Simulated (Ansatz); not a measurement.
# Two structures of Y: comparison of enthalpies under pressure, by script

One table from this session's results is given with a row withheld; the runs are named, their logs left out.

Program: Ansatz 0.2.0, driven from Python. Level of theory: DFT PBE, plane waves, PAW. These are calculated values, not measurements.

## The system

Y Fd-3m: The structure is cubic, space group Fd-3m (No. 227). The conventional cell has a = 7.000 Å, b = 7.000 Å, c = 7.000 Å, α = 90.00°, β = 90.00°, γ = 90.00°. Y (site symmetry -43m) is surrounded by 4 Y at 3.03 Å.

Y Pm-3m: The structure is cubic, space group Pm-3m (No. 221). Conventional cell: a = 3.310 Å, b = 3.310 Å, c = 3.310 Å, α = 90.00°, β = 90.00°, γ = 90.00°. Around Y (site symmetry m-3m) lie 6 Y at 3.31 Å.

The script holds or builds the structure itself.

Set-up of the first run:

File transition_y.py:

```python
"""Enthalpies of two structures of Y under pressure."""

import ansatz as az
import numpy as np
import pandas as pd


def diamond(first, a):
    return (
        az.Lattice.fcc(a)
        .space_group(227, origin_choice=1)
        .atom(first, (0, 0, 0))
        .primitive()
    )


def sc(a_site, a):
    return (
        az.Lattice.cubic(a)
        .space_group(221)
        .atom(a_site, (0, 0, 0))
    )


def solve(name, crystal, pressure=0.0):
    calc = crystal.calculation().basis(520).kpoints(spacing=0.3).occupations("fermi_dirac", width=0.1)
    calc = calc.relax(force_tolerance=0.01, cell=True, pressure=pressure)
    return calc.run(threads=1, backend="cpu")


def volume_per_atom(outcome):
    return abs(np.linalg.det(outcome.lattice.cell_ang)) / len(outcome.lattice.sites)

phases = {}
phases["diamond"] = diamond("Y", 7.0)
phases["sc"] = sc("Y", 3.31)

# enthalpy per atom at each pressure
pressures = [0, 5, 10, 20]
enthalpy, volume = {name: [] for name in phases}, {name: [] for name in phases}
for p in pressures:
    for name, crystal in phases.items():
        o = solve(name, crystal, pressure=p)
        volume[name].append(volume_per_atom(o))
        enthalpy[name].append(o.report["energy_sigma0_ev"] / len(o.lattice.sites) + p * volume[name][-1] / 160.21766)
gap = np.array(enthalpy["sc"]) - np.array(enthalpy["diamond"])
rows = [(p, va, vb, 1000 * d) for p, va, vb, d in zip(pressures, volume["diamond"], volume["sc"], gap)]
print(pd.DataFrame(rows, columns=["P (GPa)", "V diamond (A^3/atom)", "V sc (A^3/atom)", "H(sc) - H(diamond) (meV/atom)"]).round(4).to_string(index=False))
crossings = [p0 - g0 * (p1 - p0) / (g1 - g0) for p0, p1, g0, g1 in zip(pressures, pressures[1:], gap, gap[1:]) if g0 * g1 < 0]
print("crossing near", [round(float(p), 1) for p in crossings], "GPa") if crossings else print("no crossing in this range")
```

The run is started by

```
$ python transition_y.py
```

Steps of the session up to this table: Running it.

One table of the session follows, with a row left open; its other results are not shown here.

Enthalpy H = E + pV of the second structure less the first:

| pressure (GPa) | ΔH (meV/atom) |
| --- | --- |
| 0 | -1171.1 |
| 5 | ? |
| 10 | -1324.3 |
| 20 | -1297.3 |

Q: Estimate the row for pressure (GPa) = 5 from the others.

Worked estimate for «ΔH (meV/atom)». A straight line through the neighbours (0, -1171.1) and (10, -1324.3) gives -1171.1 + (-1324.3 + 1171.1) × (5 − 0) / (10 − 0) = -1247.7; a parabola fitted to 3 rows on both sides gives -1270.2.

**Answer.** ΔH (meV/atom): -1325.9. In «ΔH (meV/atom)» the line misses by +78.2 and the parabola by +55.7. The values bend between the rows more than so simple an estimate can follow.

Limits of these values: Reading the output:
- At a fixed pressure a relaxation lowers the enthalpy F + PV, while F alone can rise.
- For the metals among these cells the mesh is coarse, so their volumes and pressures are rough.
- No functional is typed, so the default, PBE, holds.
- Only these two structures are compared, at zero temperature and with their symmetry kept; either may be hypothetical, and another phase may be lower than both.
